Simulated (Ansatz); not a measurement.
# CsCl, pressure series

Start from CsCl in the CsCl type structure (space group Pm-3m, No. 221; a = 4.205 Å).

Cell and atoms are relaxed at each pressure.

Method: Ansatz (an electronic-structure program), PBE, PAW, cutoff 420 eV, no spin-orbit coupling.

```tsv
case	band gap	gap character	electron mass	shortest interatomic distance
base	5.01 eV	direct at Γ	0.36 mₑ (at Γ)	3.642 Å
pressure −2 GPa	4.00 eV	indirect, M → Γ	0.42 mₑ (at Γ)	3.992 Å
pressure −1 GPa	4.67 eV	direct at Γ	0.38 mₑ (at Γ)	3.747 Å
pressure 0.3 GPa	5.09 eV	direct at Γ	0.35 mₑ (at Γ)	3.618 Å
pressure 0.7 GPa	5.20 eV	direct at Γ	0.35 mₑ (at Γ)	3.589 Å
pressure 1.5 GPa	5.38 eV	direct at Γ	0.34, 0.36, 1.3 mₑ (at Γ)	3.542 Å
pressure 3 GPa	5.30 eV	direct at Γ	0.34, 1.3 mₑ (at Γ)	3.471 Å
pressure 5 GPa	5.20 eV	direct at Γ	0.32, 1.3 mₑ (at Γ)	3.401 Å
pressure 7.5 GPa	5.07 eV	direct at Γ	0.31, 1.2 mₑ (at Γ)	3.334 Å
pressure 10 GPa	4.94 eV	direct at Γ	0.30, 1.2 mₑ (at Γ)	3.281 Å
```

Load acts through the strain it causes; cell and atoms are relaxed under it. Effective masses come from finite differences of ±0.01 Å⁻¹. Whether these cells are dynamically stable was not tested. No other phases were tried under pressure.
